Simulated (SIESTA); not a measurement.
Runs of SIESTA 5.4.2 on Si. It takes space group P6/mmm (No. 191, hexagonal). The conventional cell has a = 2.621 Å, b = 2.621 Å, c = 2.466 Å, α = 90.00°, β = 90.00°, γ = 120.00°. Si (site symmetry 6/mmm) is surrounded by 8 Si at 2.47 to 2.62 Å. This isn't the form of Si at room conditions, which is diamond.

```csv
task,level,potentials or basis,gap on the mesh (eV),pressure (GPa),V0 of scaled cells (Å³/atom),B0 (GPa)
band structure,LDA,"PseudoDojo 0.4 standard (LDA files), DZP (energy shift 0.003 Ry)",none,-0.5,-,-
equation of state,PBEsol,"PseudoDojo 0.4 standard (PBEsol files), DZP (energy shift 0.003 Ry)",-,-,14.83,111
equation of state,LDA,"PseudoDojo 0.4 standard (LDA files), DZP (energy shift 0.003 Ry)",-,-,(a),112
band structure,PBEsol,"PseudoDojo 0.4 standard (PBEsol files), DZP (energy shift 0.003 Ry)",none,1.3,-,-
band structure,BLYP,"PseudoDojo 0.4 standard (PBE files), DZP (energy shift 0.003 Ry)",none,(b),-,-
```

Alike in all rows: no spin polarisation; cell as given; k mesh 12 × 12 × 11; smearing fermi-dirac 0.05 eV; grid cutoff 500 Ry; energy shift 0.003 Ry.

Task: Fill in the values left out.

Result: (a) 14.60; (b) 12.4.

Caveats: the basis of atomic orbitals isn't converged, which shifts pressures, moduli and gaps; the cell was scaled at fixed shape and fractional positions, which overstates the stiffness of a crystal with free parameters, most of all of layers and chains (some runs); the potentials were made for another functional, which shifts forces and pressure (some runs).

A k mesh can miss the band edges.

A gap of «none» marks a metal or a gap under the smearing width.

Not every run made on this cell is shown here.
